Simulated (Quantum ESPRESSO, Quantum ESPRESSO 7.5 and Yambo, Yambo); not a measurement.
# A GW chain in Yambo: SiC (Moissanite)

Aim: the G0W0 gap of SiC (Moissanite) on PBE, step by step.

Program: Quantum ESPRESSO 7.5 and Yambo 5.3.0. Level of theory: PBE and many-body steps on it, plane waves. Results are calculated unless marked as measured.

**What was measured.**

- Gap 3.33 eV: band gap at cryogenic temperature; bulk crystal (literature value) (quoted in “Silicon carbide diodes for neutron detection”, 2020, arxiv:2009.14696).

**1. The structure**

The structure is hexagonal, space group P6_3mc (No. 186). Conventional cell: a = 3.076 Å, b = 3.076 Å, c = 5.048 Å, α = 90.00°, β = 90.00°, γ = 120.00°. Nearest to Si lie 4 C at 1.88 to 1.90 Å. Nearest to C lie 4 Si at 1.88 to 1.90 Å. Farther neighbours are not listed.

Coordinates:

```cif
data_structure
_symmetry_space_group_name_H-M 'P 1'
_symmetry_Int_Tables_number 1
_cell_length_a 3.0760
_cell_length_b 3.0760
_cell_length_c 5.0480
_cell_angle_alpha 90.000
_cell_angle_beta 90.000
_cell_angle_gamma 120.000
_cell_volume 41.36
loop_
_atom_site_label
_atom_site_type_symbol
_atom_site_fract_x
_atom_site_fract_y
_atom_site_fract_z
_atom_site_occupancy
Si1 Si 0.33333 0.66667 0.00456 1
Si2 Si 0.66667 0.33333 0.50456 1
C3 C 0.33333 0.66667 0.38044 1
C4 C 0.66667 0.33333 0.88044 1
```

Geometry: measured (diffraction); atoms relaxed with PBE. The runs that relaxed it are not among those shown.

**2. Ground state**

This step: Quantum ESPRESSO 7.5; DFT, PBE, plane waves, norm-conserving pseudopotentials.

The ground-state density comes first.

Input file pw.in:

```
&control
  calculation = 'scf'
  prefix = 'x'
  outdir = 'o'
  pseudo_dir = 'pseudo'
/
&system
  ibrav = 0
  nat = 4
  ntyp = 2
  ecutwfc = 74.0
  nbnd = 14
  force_symmorphic = .true.
/
&electrons
  conv_thr = 1e-10
  electron_maxstep = 80
  mixing_beta = 0.5
/
ATOMIC_SPECIES
  Si 28.085 Si.upf
  C 12.011 C.upf
CELL_PARAMETERS angstrom
  3.0760000000 0.0000000000 0.0000000000
  -1.5380000000 2.6638941420 0.0000000000
  0.0000000000 0.0000000000 5.0480000000
ATOMIC_POSITIONS crystal
  Si 0.3333333333 0.6666666667 0.0045619064
  Si 0.6666666667 0.3333333333 0.5045619064
  C 0.3333333333 0.6666666667 0.3804380937
  C 0.6666666667 0.3333333333 0.8804380937
K_POINTS automatic
  6 6 4 0 0 0
```

Command:

```sh
$ OMP_NUM_THREADS=1 mpirun -n 4 pw.x -nk 4 -in pw.in > pw.out
```

What it wrote:

```text
Program PWSCF v.7.5 starts

     This program is part of the open-source Quantum ESPRESSO suite
     for quantum simulation of materials; please cite
         "P. Giannozzi et al., J. Phys.:Condens. Matter 21 395502 (2009);
         "P. Giannozzi et al., J. Phys.:Condens. Matter 29 465901 (2017);
         "P. Giannozzi et al., J. Chem. Phys. 152 154105 (2020);
     in publications or presentations arising from this work. More details at
     Message from routine setup:
     using ibrav=0 with symmetry is DISCOURAGED, use correct ibrav instead

     G-vector sticks info

     bravais-lattice index     =            0
     lattice parameter (alat)  =       5.8128  a.u.
     unit-cell volume          =     279.1382 (a.u.)^3
     number of atoms/cell      =            4
     number of atomic types    =            2
     number of electrons       =        16.00
     number of Kohn-Sham states=           14
     kinetic-energy cutoff     =      74.0000  Ry
     charge density cutoff     =     296.0000  Ry
     scf convergence threshold =      1.0E-10
     mixing beta               =       0.5000
     number of iterations used =            8  plain     mixing
     Exchange-correlation= PBE
                           (   1   4   3   4   0   0   0)

     celldm(1)=   5.812798  celldm(2)=   0.000000  celldm(3)=   0.000000
     celldm(4)=   0.000000  celldm(5)=   0.000000  celldm(6)=   0.000000

     crystal axes: (cart. coord. in units of alat)
               a(1) = (   1.000000   0.000000   0.000000 )
               a(2) = (  -0.500000   0.866025   0.000000 )
               a(3) = (   0.000000   0.000000   1.641092 )

     reciprocal axes: (cart. coord. in units 2 pi/alat)
               b(1) = (  1.000000  0.577350 -0.000000 )
               b(2) = (  0.000000  1.154701  0.000000 )
               b(3) = (  0.000000 -0.000000  0.609350 )
     Pseudo is Norm-conserving + core correction, Zval =  4.0
     Generated using ONCVPSP code by D. R. Hamann
     Using radial grid of 1510 points,  6 beta functions with:
     Pseudo is Norm-conserving + core correction, Zval =  4.0
     Generated using ONCVPSP code by D. R. Hamann
     Using radial grid of 1248 points,  4 beta functions with:
     Si                4.00    28.08500     Si( 1.00)
     C                 4.00    12.01100     C ( 1.00)

      6 Sym. Ops. (no inversion) found

   Cartesian axes

     site n.     atom                  positions (alat units)
         1        Si     tau(   1) = (  -0.0000000   0.5773503   0.0074865  )
         2        Si     tau(   2) = (   0.5000000   0.2886751   0.8280327  )
         3        C      tau(   3) = (  -0.0000000   0.5773503   0.6243340  )
         4        C      tau(   4) = (   0.5000000   0.2886751   1.4448802  )

     number of k points=    24
                       cart. coord. in units 2pi/alat
        k(    1) = (   0.0000000   0.0000000   0.0000000), wk =   0.0138889
        k(    2) = (   0.0000000   0.0000000   0.1523376), wk =   0.0277778
        k(    3) = (   0.0000000   0.0000000  -0.3046751), wk =   0.0138889
        k(    4) = (   0.0000000   0.1924501   0.0000000), wk =   0.0833333
        k(    5) = (   0.0000000   0.1924501   0.1523376), wk =   0.0833333
        k(    6) = (   0.0000000   0.1924501  -0.3046751), wk =   0.0833333
        k(    7) = (   0.0000000   0.3849002   0.0000000), wk =   0.0833333
        k(    8) = (   0.0000000   0.3849002   0.1523376), wk =   0.0833333
        k(    9) = (   0.0000000   0.3849002  -0.3046751), wk =   0.0833333
        k(   10) = (   0.0000000  -0.5773503   0.0000000), wk =   0.0416667
     [... 12 further rows ...]
        k(   23) = (   0.0000000  -0.3849002   0.1523376), wk =   0.0833333
        k(   24) = (  -0.1666667  -0.4811252   0.1523376), wk =   0.1666667

     Dense  grid:    23969 G-vectors     FFT dimensions: (  32,  32,  54)

     Initial potential from superposition of free atoms

     starting charge      15.9987, renormalised to      16.0000
     Starting wfcs are   16 randomized atomic wfcs

     per-process dynamical memory:    22.7 Mb

     Self-consistent Calculation

     iteration #  1     ecut=    74.00 Ry     beta= 0.50

     total energy              =     -40.86360826 Ry
     estimated scf accuracy    <       0.87727125 Ry

     iteration #  2     ecut=    74.00 Ry     beta= 0.50

     total energy              =     -41.07401851 Ry
     estimated scf accuracy    <       0.04115043 Ry

     iteration #  3     ecut=    74.00 Ry     beta= 0.50

     total energy              =     -41.07707756 Ry
     estimated scf accuracy    <       0.00698828 Ry

     iteration #  4     ecut=    74.00 Ry     beta= 0.50

     total energy              =     -41.07749284 Ry
     estimated scf accuracy    <       0.00178059 Ry

     iteration #  5     ecut=    74.00 Ry     beta= 0.50

     total energy              =     -41.07794418 Ry
     estimated scf accuracy    <       0.00009862 Ry

     iteration #  6     ecut=    74.00 Ry     beta= 0.50

     total energy              =     -41.07796709 Ry
     estimated scf accuracy    <       0.00000089 Ry

     iteration #  7     ecut=    74.00 Ry     beta= 0.50

     total energy              =     -41.07796755 Ry
     estimated scf accuracy    <       0.00000014 Ry

     iteration #  8     ecut=    74.00 Ry     beta= 0.50

     total energy              =     -41.07796754 Ry
     estimated scf accuracy    <       0.00000004 Ry

     iteration #  9     ecut=    74.00 Ry     beta= 0.50

     total energy              =     -41.07796755 Ry
     estimated scf accuracy    <          1.4E-09 Ry

     iteration # 10     ecut=    74.00 Ry     beta= 0.50

     End of self-consistent calculation

          k = 0.0000 0.0000 0.0000 (  2997 PWs)   bands (ev):

    -5.9244  -2.3578   0.9458   8.3321   8.3321   9.5423   9.6509   9.6509
    14.4502  15.8529  16.3195  16.3195  17.3962  18.6057

          k = 0.0000 0.0000 0.1523 (  2966 PWs)   bands (ev):

    -5.6201  -3.3754   2.4566   8.0387   8.5003   8.5003   9.4290   9.4290
    14.7323  16.4414  16.4414  16.6705  16.9701  17.9799

          k = 0.0000 0.0000-0.3047 (  2978 PWs)   bands (ev):

    -4.7298  -4.7298   5.2082   5.2082   8.9378   8.9378   8.9378   8.9378
    15.5429  15.5429  17.0041  17.0041  17.0041  17.0041

          k = 0.0000 0.1925 0.0000 (  2982 PWs)   bands (ev):

     [... further k-points ...]

     highest occupied, lowest unoccupied level (ev):     9.6509   11.9339

!    total energy              =     -41.07796755 Ry
     estimated scf accuracy    <          7.5E-11 Ry

     The total energy is the sum of the following terms:
     one-electron contribution =      11.11641061 Ry
     hartree contribution      =       4.73779366 Ry
     xc contribution           =     -15.12370836 Ry
     ewald contribution        =     -41.80846347 Ry

     convergence has been achieved in  10 iterations

     XML data file, charge density, pseudopotentials, collected wavefunctions

=------------------------------------------------------------------------------=
   JOB DONE.
=------------------------------------------------------------------------------=
```

Wall time 4.4 s (4 MPI ranks of Arm Neoverse V1, shared host); peak memory 0.25 GiB; 17 s of CPU time.

Numbers from this step:

```
total energy               : -558.8942 eV
gap                        : 2.283 eV
k of the valence top       : 0, 0, 0
k of the conduction bottom : 0.3333, 0.3333, 0
least direct gap           : 3.979 eV
```

The gap is indirect, with the least direct gap 1.70 eV higher.

**3. Bands along the symmetry lines**

The cheap functional maps the bands first; the places of the edges decide which points the dearer methods must see.

Input file pw.in:

```
&control
  calculation = 'bands'
  prefix = 'x'
  outdir = 'o'
  pseudo_dir = 'pseudo'
/
&system
  ibrav = 0
  nat = 4
  ntyp = 2
  ecutwfc = 74.0
  nbnd = 14
  force_symmorphic = .true.
/
&electrons
  conv_thr = 1e-9
  electron_maxstep = 80
  diago_full_acc = .true.
  diago_thr_init = 5e-6
/
ATOMIC_SPECIES
  Si 28.085 Si.upf
  C 12.011 C.upf
CELL_PARAMETERS angstrom
  3.0760000000 0.0000000000 0.0000000000
  -1.5380000000 2.6638941420 0.0000000000
  0.0000000000 0.0000000000 5.0480000000
ATOMIC_POSITIONS crystal
  Si 0.3333333333 0.6666666667 0.0045619064
  Si 0.6666666667 0.3333333333 0.5045619064
  C 0.3333333333 0.6666666667 0.3804380937
  C 0.6666666667 0.3333333333 0.8804380937
K_POINTS crystal
  75
  0.00000000 0.00000000 0.00000000 1
  0.06250000 0.00000000 0.00000000 1
  0.12500000 0.00000000 0.00000000 1
  0.18750000 0.00000000 0.00000000 1
  0.25000000 0.00000000 0.00000000 1
  0.31250000 0.00000000 0.00000000 1
  0.37500000 0.00000000 0.00000000 1
  0.43750000 0.00000000 0.00000000 1
  0.50000000 0.00000000 0.00000000 1
  0.47916667 0.04166667 0.00000000 1
  0.45833333 0.08333333 0.00000000 1
  0.43750000 0.12500000 0.00000000 1
  0.41666666 0.16666666 0.00000000 1
  0.39583333 0.20833333 0.00000000 1
  0.37500000 0.25000000 0.00000000 1
  0.35416666 0.29166666 0.00000000 1
  0.33333333 0.33333333 0.00000000 1
  0.29166666 0.29166666 0.00000000 1
  0.25000000 0.25000000 0.00000000 1
  0.20833333 0.20833333 0.00000000 1
  0.16666666 0.16666666 0.00000000 1
  0.12500000 0.12500000 0.00000000 1
  0.08333333 0.08333333 0.00000000 1
  0.04166667 0.04166667 0.00000000 1
  0.00000000 0.00000000 0.00000000 1
  0.00000000 0.00000000 0.06250000 1
  0.00000000 0.00000000 0.12500000 1
  0.00000000 0.00000000 0.18750000 1
  0.00000000 0.00000000 0.25000000 1
  0.00000000 0.00000000 0.31250000 1
  0.00000000 0.00000000 0.37500000 1
  0.00000000 0.00000000 0.43750000 1
  0.00000000 0.00000000 0.50000000 1
  0.06250000 0.00000000 0.50000000 1
  0.12500000 0.00000000 0.50000000 1
  0.18750000 0.00000000 0.50000000 1
  0.25000000 0.00000000 0.50000000 1
  0.31250000 0.00000000 0.50000000 1
  0.37500000 0.00000000 0.50000000 1
  0.43750000 0.00000000 0.50000000 1
  0.50000000 0.00000000 0.50000000 1
  0.47916667 0.04166667 0.50000000 1
  0.45833333 0.08333333 0.50000000 1
  0.43750000 0.12500000 0.50000000 1
  0.41666666 0.16666666 0.50000000 1
  0.39583333 0.20833333 0.50000000 1
  0.37500000 0.25000000 0.50000000 1
  0.35416666 0.29166666 0.50000000 1
  0.33333333 0.33333333 0.50000000 1
  0.29166666 0.29166666 0.50000000 1
  0.25000000 0.25000000 0.50000000 1
  0.20833333 0.20833333 0.50000000 1
  0.16666666 0.16666666 0.50000000 1
  0.12500000 0.12500000 0.50000000 1
  0.08333333 0.08333333 0.50000000 1
  0.04166667 0.04166667 0.50000000 1
  0.00000000 0.00000000 0.50000000 1
  0.50000000 0.00000000 0.50000000 1
  0.50000000 0.00000000 0.43750000 1
  0.50000000 0.00000000 0.37500000 1
  0.50000000 0.00000000 0.31250000 1
  0.50000000 0.00000000 0.25000000 1
  0.50000000 0.00000000 0.18750000 1
  0.50000000 0.00000000 0.12500000 1
  0.50000000 0.00000000 0.06250000 1
  0.50000000 -0.00000000 0.00000000 1
  0.33333333 0.33333333 0.50000000 1
  0.33333333 0.33333333 0.43750000 1
  0.33333333 0.33333333 0.37500000 1
  0.33333333 0.33333333 0.31250000 1
  0.33333333 0.33333333 0.25000000 1
  0.33333333 0.33333333 0.18750000 1
  0.33333333 0.33333333 0.12500000 1
  0.33333333 0.33333333 0.06250000 1
  0.33333333 0.33333333 0.00000000 1
```

What it wrote:

```text
[banner, memory and clock lines left out]
Program PWSCF v.7.5 starts

     Atomic positions and unit cell read from directory:
     o/x.save/

     Message from routine setup:
     using ibrav=0 with symmetry is DISCOURAGED, use correct ibrav instead

     G-vector sticks info

     bravais-lattice index     =            0
     lattice parameter (alat)  =       5.8128  a.u.
     unit-cell volume          =     279.1382 (a.u.)^3
     number of atoms/cell      =            4
     number of atomic types    =            2
     number of electrons       =        16.00
     number of Kohn-Sham states=           14
     kinetic-energy cutoff     =      74.0000  Ry
     charge density cutoff     =     296.0000  Ry
     Exchange-correlation= PBE
                           (   1   4   3   4   0   0   0)

     celldm(1)=   5.812798  celldm(2)=   0.000000  celldm(3)=   0.000000
     celldm(4)=   0.000000  celldm(5)=   0.000000  celldm(6)=   0.000000

     crystal axes: (cart. coord. in units of alat)
               a(1) = (   1.000000   0.000000   0.000000 )
               a(2) = (  -0.500000   0.866025   0.000000 )
               a(3) = (   0.000000   0.000000   1.641092 )

     reciprocal axes: (cart. coord. in units 2 pi/alat)
               b(1) = (  1.000000  0.577350 -0.000000 )
               b(2) = (  0.000000  1.154701  0.000000 )
               b(3) = (  0.000000 -0.000000  0.609350 )
     Pseudo is Norm-conserving + core correction, Zval =  4.0
     Generated using ONCVPSP code by D. R. Hamann
     Using radial grid of 1510 points,  6 beta functions with:
     Pseudo is Norm-conserving + core correction, Zval =  4.0
     Generated using ONCVPSP code by D. R. Hamann
     Using radial grid of 1248 points,  4 beta functions with:
     Si                4.00    28.08500     Si( 1.00)
     C                 4.00    12.01100     C ( 1.00)

      6 Sym. Ops. (no inversion) found

   Cartesian axes

     site n.     atom                  positions (alat units)
         1        Si     tau(   1) = (  -0.0000000   0.5773503   0.0074865  )
         2        Si     tau(   2) = (   0.5000000   0.2886751   0.8280327  )
         3        C      tau(   3) = (  -0.0000000   0.5773503   0.6243340  )
         4        C      tau(   4) = (   0.5000000   0.2886751   1.4448802  )

     number of k points=    75
                       cart. coord. in units 2pi/alat
        k(    1) = (   0.0000000   0.0000000   0.0000000), wk =   0.0266667
        k(    2) = (   0.0625000   0.0360844   0.0000000), wk =   0.0266667
        k(    3) = (   0.1250000   0.0721688   0.0000000), wk =   0.0266667
[...]
[... 63 further rows ...]
        k(   74) = (   0.3333333   0.5773503   0.0380844), wk =   0.0266667
        k(   75) = (   0.3333333   0.5773503   0.0000000), wk =   0.0266667

     Dense  grid:    23969 G-vectors     FFT dimensions: (  32,  32,  54)

     The potential is recalculated from file :
     o/x.save/charge-density

     Starting wfcs are   16 randomized atomic wfcs

     Band Structure Calculation

     End of band structure calculation

          k = 0.0000 0.0000 0.0000 (  2997 PWs)   bands (ev):

    -5.9244  -2.3578   0.9457   8.3320   8.3320   9.5423   9.6509   9.6509
    14.4502  15.8529  16.3195  16.3195  17.3962  18.6057

          k = 0.0625 0.0361 0.0000 (  2985 PWs)   bands (ev):

    -5.8566  -2.2997   1.0085   7.9285   8.2088   9.3781   9.5050   9.6147
    14.7243  15.8577  16.2898  16.4636  17.5277  18.4248

          k = 0.1250 0.0722 0.0000 (  2974 PWs)   bands (ev):

    -5.6541  -2.1283   1.1940   6.9517   7.8989   8.6859   9.3508   9.4925
    14.8602  16.0493  16.5275  16.8333  17.3498  18.4483

[...]
k = 0.3333 0.5774 0.0381 (  2997 PWs)   bands (ev):

    -1.4184  -1.4184   2.9267   3.2943   3.2943   5.7215   5.7215   5.7663
    12.0205  17.8105  18.1812  18.1812  19.4608  19.4608

          k = 0.3333 0.5774 0.0000 (  3012 PWs)   bands (ev):

    -1.4279  -1.4279   2.9087   3.3855   3.3855   5.6063   5.6063   5.8180
    11.9339  17.8253  18.5082  18.5082  19.3004  19.3004

     XML data file, pseudopotentials, collected wavefunctions
```

Wall time 4.7 s (4 MPI ranks); peak memory 0.2 GiB; 19 s of CPU time.

Numbers from this step:

```yaml
gap: 2.283 eV
k_of_the_valence_top: 0, 0, 0
k_of_the_conduction_bottom: 0.3333, 0.3333, 0
least_direct_gap: 3.979 eV
```

The gap is 2.283 eV, as in the run before at this level.

The electronic bands at the labelled points (eV, zero at the top of the highest filled band; v1 is the highest filled band, c1 the lowest empty one):

| point | v4 | v3 | v2 | v1 | c1 | c2 | c3 | c4 |
| --- | --- | --- | --- | --- | --- | --- | --- | --- |
| Γ | -1.32 | -0.11 | 0.00 | 0.00 | 4.80 | 6.20 | 6.67 | 6.67 |
| halfway | -2.96 | -2.53 | -1.02 | -0.61 | 4.06 | 5.85 | 7.24 | 7.65 |
| M | -5.44 | -3.33 | -3.29 | -1.20 | 2.78 | 4.23 | 6.89 | 7.14 |
| halfway | -5.39 | -4.67 | -3.36 | -2.54 | 3.21 | 5.16 | 7.68 | 8.48 |
| K | -6.27 | -4.04 | -4.04 | -3.83 | 2.28 | 8.17 | 8.86 | 8.86 |
| halfway | -4.15 | -2.82 | -1.45 | -1.25 | 5.07 | 5.82 | 6.99 | 7.21 |
| Γ | -1.32 | -0.11 | 0.00 | 0.00 | 4.80 | 6.20 | 6.67 | 6.67 |
| halfway | -1.15 | -1.15 | -0.22 | -0.22 | 5.08 | 6.79 | 6.79 | 7.02 |
| A | -0.71 | -0.71 | -0.71 | -0.71 | 5.89 | 5.89 | 7.35 | 7.35 |
| halfway | -2.95 | -2.95 | -1.72 | -1.72 | 4.50 | 4.50 | 7.36 | 7.36 |
| L | -2.45 | -2.45 | -2.33 | -2.33 | 3.29 | 3.29 | 5.26 | 5.26 |
| halfway | -4.25 | -4.25 | -1.92 | -1.92 | 4.28 | 4.28 | 6.36 | 6.36 |
| H | -5.64 | -5.64 | -1.74 | -1.74 | 5.07 | 5.07 | 6.03 | 6.03 |
| halfway | -3.01 | -3.01 | -2.49 | -2.49 | 5.17 | 5.17 | 7.54 | 7.54 |
| A | -0.71 | -0.71 | -0.71 | -0.71 | 5.89 | 5.89 | 7.35 | 7.35 |
| jump to L | -2.45 | -2.45 | -2.33 | -2.33 | 3.29 | 3.29 | 5.26 | 5.26 |
| halfway | -4.15 | -3.09 | -2.33 | -1.63 | 3.11 | 3.27 | 6.63 | 7.04 |
| M | -5.44 | -3.33 | -3.29 | -1.20 | 2.78 | 4.23 | 6.89 | 7.14 |
| jump to H | -5.64 | -5.64 | -1.74 | -1.74 | 5.07 | 5.07 | 6.03 | 6.03 |
| halfway | -6.46 | -4.51 | -2.82 | -2.82 | 3.51 | 6.58 | 6.58 | 7.84 |
| K | -6.27 | -4.04 | -4.04 | -3.83 | 2.28 | 8.17 | 8.86 | 8.86 |

[end of part 1 of 3]

[Paths, hosts, dates, memory and timing lines, banners, echoed tables and standing remarks are left out of the program output.]

[Logs are printed without paths, hosts, clocks, repeated set-up lines and the standing remarks that a program may print on its own settings, such as how far it seeks lower states.]

[Runs of the session that timed out or met a known fault of the program may be left out.]

[Hosts, paths, dates, database ids (printed as entryN), source tags and the programs' standing remarks are cut or masked in the printed files.]
